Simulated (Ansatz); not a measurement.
# W (Im-3m) in Ansatz: single point with RPBE

Aim: the single point of W with RPBE.

Everything below comes from runs of Ansatz 0.2.0. Logs are shortened: lines on timing, memory, paths and dates and some standing lists are left out, and cuts for length are marked.

## 1. The undisturbed crystal

It takes space group Im-3m (No. 229, cubic). The conventional cell has a = 3.165 Å, b = 3.165 Å, c = 3.165 Å, α = 90.00°, β = 90.00°, γ = 90.00°. W (site symmetry m-3m) is surrounded by 8 W at 2.74 Å.

## 2. Single point, RPBE, collinear spin, ferromagnetic start (volume scaled by 0.92)

The input, input.yaml:

```yaml
crystal:
  lattice:
    - [-1.5389710662, 1.5389710662, 1.5389710662]
    - [1.5389710662, -1.5389710662, 1.5389710662]
    - [1.5389710662, 1.5389710662, -1.5389710662]
  atoms:
    - { symbol: W, position: [0.0, 0.0, 0.0], spin: 0.5 }
hamiltonian:
  xc: rpbe
  pseudopotentials: { kind: paw, source: ansatz }
magnetization:
  spin_polarized: true
kpoints:
  mp_grid: { grid: [12, 12, 12] }
scf:
  occupations: { method: cold, width: 0.025 }
output:
  forces: true
  stress: true
  eigenvalues: true
```

Potentials or basis: Ansatz PAW earlier set.

Started as:

```console
ansatz run input.yaml --threads 1 --pin off --max-ram 2560MiB --backend cpu --events-out ev --progress --plain --runs-dir out
```

Log:

```text
Warning: RAYON_NUM_THREADS=1 ignored (pool sized by the plan → 1); use --threads N
Engine: ansatz 0.2.0, aarch64-unknown-linux-gnu
Pseudopotentials: kind: paw
Pseudopotential: W, paw, valence charge 28, recommended cutoff 760 eV (normal), W.paw.azcp
Functional definition: RPBE
  parameter kappa = 0.804
  parameter beta = 0.06672455060314922
  exchange = rpbe_x(kappa = kappa, mu = beta*pi^2/3)
  correlation = pbe_c(beta = beta)
Crystal: 1 atoms, lattice volume = 14.580 Å³
Basis set: ecut = 760 eV, 675 PW (Γ), exchange–correlation on 48×48×48 points (8 copies of the dense FFT grid, shifted against one another)
Bands: 19, of which v1, the nominal top of the filled ones, is band 14 counted from 1 (13 counted from 0)
Symmetry: 48 space group operations
Space group: Im-3m (ITA 229), of the structure as read, at distance tolerance 2.4e-5 Å
Magnetic group: BNS 229.140 (UNI 1642), of the structure as read, at distance tolerance 2.4e-5 Å
k-points: 72 of 1728
Non-local potential: W, projectors of the file, l = 0: 3, l = 1: 3, l = 2: 2, l = 3: 3
PAW form: soft (Blöchl's): semilocal exchange-correlation on the pseudo side does not see the compensation charge
PAW frozen core: W, regenerated for the run's functional, and the local potential with it (the file was generated under x = pbe(κ = 0.804, μ = 0.2195149727645171), c = pbe(β = 0.06672455060314922))
PAW one-centre angular grid: W, 590 points (default); XC on 64 Gauss nodes
Initial density: superposition of atomic densities (chi_scale 0.1, normalization cell)
Starting moments: Σ|m| = 0.5 μB on 1 of 1 site
Initial wavefunctions: pseudopotential atomic-orbital guess
Functional: x = rpbe, c = pbe(β = 0.06672455060314922)
iter 1 solved again at ethr=1.70e-3 eV; its pass at ethr=3.10e-3 eV (dr2=4.76e-1 eV) is discarded
SCF iter   1: F=—  HF=-17893.908149 eV  |F-HF|=—  |Δ(HF+E_count)|=         —  Δρ=4.36e-2 (↑4.36e-2 ↓2.87e-2)  dr2=4.75e-1  dr2_m=4.43e-2  M=0.066 μB ∫|m|=0.071 μB  β_m=0.30  ethr=1.70e-3  ⟨swp⟩=1.0  Hψ=17802  notcnv=0
Mixer restart at iter 1: flushing history
preconditioner: auto → Kerker (q_TF=auto, 3.042 Å⁻¹)  [metal: Δε(μ)=0.016 eV  Ē_g=32.137 eV  σ=0.025 eV  W_gap=0.35  n_scr=12 (ndim 8)  ℏωp=49.6 eV  f_vac=0.000  D(μ)=0.91/eV (n_scr^D=12)]
spin=Collinear: Kerker preconditioning applied to the charge; magnetization (m = ρ↑ − ρ↓) channel mixes plain (no charge-response kernel on spin).
SCF iter   2: F=—  HF=-17893.817562 eV  |F-HF|=—  |Δ(HF+E_count)|=   9.06e-2  Δρ=3.32e-2 (↑3.32e-2 ↓2.21e-2)  dr2=2.70e-1  dr2_m=2.41e-2  M=0.048 μB ∫|m|=0.051 μB  β_m=0.65  ethr=1.70e-3  ⟨swp⟩=2.7  Hψ=3598  notcnv=0
SCF iter   3: F=—  HF=-17893.728823 eV  |F-HF|=—  |Δ(HF+E_count)|=   8.87e-2  Δρ=5.81e-3 (↑4.79e-3 ↓5.81e-3)  dr2=1.03e-2  dr2_m=5.94e-5  M=0.007 μB ∫|m|=0.009 μB  β_m=0.60  ethr=9.66e-4  ⟨swp⟩=3.0  Hψ=4979  notcnv=0
SCF iter   4: F=—  HF=-17893.727193 eV  |F-HF|=—  |Δ(HF+E_count)|=   1.63e-3  Δρ=1.70e-3 (↑1.70e-3 ↓1.62e-3)  dr2=2.23e-4  dr2_m=1.63e-4  M=0.000 μB ∫|m|=0.004 μB  β_m=0.80  ethr=3.67e-5  ⟨swp⟩=3.0  Hψ=6174  notcnv=0  defer=11
SCF iter   5: F=—  HF=-17893.728147 eV  |F-HF|=—  |Δ(HF+E_count)|=   9.54e-4  Δρ=3.13e-4 (↑2.72e-4 ↓3.13e-4)  dr2=1.67e-5  dr2_m=5.18e-7  M=0.001 μB ∫|m|=0.001 μB  β_m=0.89  ethr=7.98e-7  ⟨swp⟩=2.5  Hψ=4971  notcnv=0  defer=11
SCF iter   6: F=—  HF=-17893.728083 eV  |F-HF|=—  |Δ(HF+E_count)|=         —  Δρ=7.13e-5 (↑7.07e-5 ↓7.13e-5)  dr2=1.05e-6  dr2_m=4.70e-8  M=0.000 μB ∫|m|=0.000 μB  β_m=0.89  ethr=5.97e-8  ⟨swp⟩=1.5  Hψ=2954  notcnv=0  defer=11
Mixer restart at iter 6: flushing history
iteration 6: the input's own smearing fills from here on; a Gaussian of 0.025 eV has filled iterations ahead of it
SCF iter   7: F=—  HF=-17893.728084 eV  |F-HF|=—  |Δ(HF+E_count)|=   4.83e-7  S|Δr|=    0.00e0  Δρ=2.57e-5 (↑2.57e-5 ↓2.56e-5)  dr2=1.53e-7  dr2_m=4.33e-9  M=0.000 μB ∫|m|=0.000 μB  β_m=0.94  ethr=3.77e-9  ⟨swp⟩=2.0  Hψ=4628  notcnv=0  defer=11
SCF iter   8: F=—  HF=-17893.728084 eV  |F-HF|=—  |Δ(HF+E_count)|=   8.32e-8  S|Δr|=    0.00e0  Δρ=1.24e-5 (↑1.24e-5 ↓1.21e-5)  dr2=3.45e-8  dr2_m=1.42e-10  M=0.000 μB ∫|m|=0.000 μB  β_m=0.80  ethr=3.57e-10  ⟨swp⟩=6.2  Hψ=12496  notcnv=0
SCF iter   9: F=—  HF=-17893.728084 eV  |F-HF|=—  |Δ(HF+E_count)|=   3.52e-8  S|Δr|=    0.00e0  Δρ=1.87e-6 (↑1.56e-6 ↓1.87e-6)  dr2=7.93e-10  dr2_m=3.16e-11  M=-0.000 μB ∫|m|=0.000 μB  β_m=0.90  ethr=1.23e-10  ⟨swp⟩=4.1  Hψ=9425  notcnv=0
SCF iter  10: F=-17893.728084 eV  HF=-17893.728084 eV  |F-HF|=7.28e-12  |Δ(HF+E_count)|=  1.09e-10  S|Δr|=    0.00e0  Δρ=2.62e-7 (↑2.22e-7 ↓2.62e-7)  dr2=1.55e-11  dr2_m=1.06e-12  M=-0.000 μB ∫|m|=0.000 μB  ethr=2.83e-12  ⟨swp⟩=3.0  Hψ=6526  notcnv=0
SCF 1 converged in 10 iterations: F = -17893.728084 eV  dr2 = 1.55e-11
WARN: the starting moments were not kept: the SCF closed with an absolute magnetisation of 4.6e-7 μB, where they sum to 0.5 μB in size (1 site). That is at most 0.1 of that sum. Measured as dr2_m measures the in/out step, that magnetisation stands 4.1e-14 eV from none, at or under the dr2_threshold of 1.0e-7 eV: it is no larger than a step whose dr2_m would equal this threshold. The system may hold no moment; this SCF shows only that its start led to no more than that. To try another start: raise the starting moments (crystal.atoms[].spin, magnetization.per_species, magnetization.initial_magnetization, or on a non-collinear deck that types none of these the spinor_matrix: blocks that start its atoms; where the total moment is fixed, keep their sum and leave initial_magnetization as it is; typed ones take the place of any that the run laid by itself, positive ones on a crystal's lanthanoids without a Hubbard term where scf.initial_density.shell_occupations: [] is typed) or, if the notice of its spin-set hold's release reads "site moments contracting" or "site moments show no strong build", lengthen the hold (scf.mixing.spin_hold: { on: { confirm: 4 } }; for m-r²SCAN on two components see the key's manual first). Each may lead to a state that holds a moment. A second SCF, from the converged charge density, with the starting moments and any scf.initial_density.shell_occupations laid on it anew, would have followed, and was not run: the deck does not ask for one (magnetization.retry_lost_moments is false, the default). To let it run, set magnetization.retry_lost_moments: true and run the deck again, where that key's refused combinations let it; where memory then withholds it, that run's warning says so.
this state was not tested for a lower state beside it, because cold or Methfessel-Paxton smearing, or corrected tetrahedra, fill the levels in a way that the test cannot read (fill_not_monotonic; see scf.lower_state_search)
SCF converged after 10 iterations
Magnetization: -0.0000 μB (14.0000 up, 14.0000 down)
Absolute magnetization: 0.0000 μB (∫|ρ↑−ρ↓|, with the PAW one-centre terms)
Spin contamination: 0.0000 ħ² per cell (⟨S²⟩ above its minimum at these occupations)
Per-site moments (μB) at R_I (Å): [(-1.3610126077835358e-7, 1.099550132190199)]
Free energy (F): -17893.728084 eV
Harris-Foulkes:  -17893.728084 eV  (|F-HF|=7.28e-12)
Internal energy: -17893.728027 eV  (E = F + TS)
E sigma→0 (E₀):  -17893.728065 eV
Entropy (-TS):   -0.000057 eV (-0.057 meV/atom)
Fermi energy:    30.508563 eV
Step filling:    the computed levels leave a gap of 0.0000 eV = 0.0 smearing widths at the electron count; against every level under it full and every level over it empty, smearing changes F+E_penalty+E_count by -0.052 meV and its σ→0 estimate by -0.033 meV
--- Per-component energies (eV) ---
  E_band       = 60.881000
  E_kinetic    = 778.100801
  E_local      = -8580.391180  (includes V_loc(G=0)·N_el)
  E_nonlocal   = 1660.621424
  E_hartree    = 2729.514045
  E_xc         = -281.180434
  E_vxc        = -320.902766  (∫ρ·V_xc dr)
  E_paw        = -7526.143895  (= ΣΔE_a)
  E_vpaw       = 1064.424790  (= ΣTr[D̂ρ^β])
  E_aug_tail   = -0.000001  (compensation charges beyond the density's cutoff)
  E_ewald      = -6674.017359
  E_core_change = -0.231428  (= ΣΔE_core)
  E_smearing   = -0.000057  (= −TS)
  E_closure    = 0.000000  (closes the sum)
  Σ components = -17893.728084   (vs F -17893.728084, Δ=0.00e0)
--- Forces (eV/Å), atoms counted from 1 ---
  atom   1  W      0.00000000     0.00000000    -0.00000000
  max |Σ_I F_I| component: 1.40e-31 eV/Å
--- Stress (GPa, compression-positive) ---
       41.797354       0.000000      -0.000000
        0.000000      41.797354      -0.000000
        0.000000       0.000000      41.797354
  P = ⅓ Tr σ = 41.7974 GPa (417.974 kbar)
--- Band table (eV; the first three rows and the last of 144) ---
  k-point 0 ↑: bands = ["-43.5992", "-7.0106", "-7.0106", "-7.0106", "2.3666", "2.3666", "2.3666", "2.4018", "2.4018", "2.4018", "2.4868", "20.3726", "29.0837", "29.0837", "29.0837", "32.9315", "32.9315", "45.1218", "45.1218"]
  k-point 1 ↑: bands = ["-43.5863", "-7.1349", "-7.0484", "-7.0116", "2.3679", "2.3694", "2.3698", "2.3987", "2.4006", "2.4010", "2.4827", "20.7430", "28.8558", "29.0249", "29.4479", "32.5779", "32.9337", "45.4402", "45.7375"]
  k-point 2 ↑: bands = ["-43.5511", "-7.4653", "-7.1506", "-7.0141", "2.3707", "2.3771", "2.3783", "2.3912", "2.3971", "2.3995", "2.4726", "21.7397", "28.2867", "28.7424", "30.5120", "32.1356", "32.9811", "46.0318", "47.4631"]
  k-point 71 ↓: bands = ["-43.2633", "-8.1815", "-8.1815", "-8.1815", "2.3690", "2.3690", "2.3690", "2.3741", "2.4330", "2.4330", "2.4330", "23.9209", "23.9209", "36.2621", "36.2621", "36.2621", "39.4184", "39.4184", "39.4184"]
```

Wall time 7.4 s (1 thread of Arm Neoverse V1, shared host); peak memory 0.34 GiB.

What came out:

| Item | Value |
| --- | --- |
| Free energy | -17893.7281 eV |
| Pressure | 41.8 GPa |
| Band gap on the k mesh | none (metal or under the smearing width) |
| Net moment | 0.00 μB per cell |
| Absolute moment | 0.00 μB per cell |

Caveat: the PAW data sets come from PBE, with cores solved anew for the run's functional, which leaves a small shift of forces and pressure; the starting moments weren't kept. The run has no spin-orbit coupling, so splittings on W are missing.
